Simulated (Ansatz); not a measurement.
Zinc-blende AlSb was calculated with HSE06 (PAW; Ansatz, an electronic-structure program).

Run with plane-wave cutoff 460 eV, 8×8×8 k mesh, Fermi–Dirac smearing 0.01 eV, scalar-relativistic PAW data made under PBE.

The volume scan:

| V (Å³/atom) | E − E_lowest (meV/atom) | P (GPa) |
|---|---|---|
| 27.882 | 14.08 | 3.22 |
| 28.616 | 3.35 | 1.50 |
| 29.323 | 0.00 | 0.05 |
| 30.083 | 3.09 | -1.32 |
| 30.817 | 11.83 | -2.47 |

Task: What bulk modulus B0 and pressure derivative B′ does a third-order Birch–Murnaghan fit give?

Result: V0 = 29.348 Å³/atom, B0 = 56.3 GPa, B′ = 4.3 (fit to the energies at full precision).

Measured, for comparison: bulk modulus 58.2 GPa (temperature not stated, not corrected to a static lattice; as tabulated in Toher et al. (2017), arXiv:1611.05714); equilibrium volume per atom 28.77 Å³/atom (low temperature, thermal expansion removed or low-temperature value; zero-point expansion not removed; as tabulated in Zhang et al. (2018), doi:10.1088/1367-2630/aac7f0). Computed (rounded) less measured: bulk modulus -3 %, equilibrium volume per atom +2.0 %.

Spin–orbit coupling is not included.

The result took roughly 20 core-minutes.
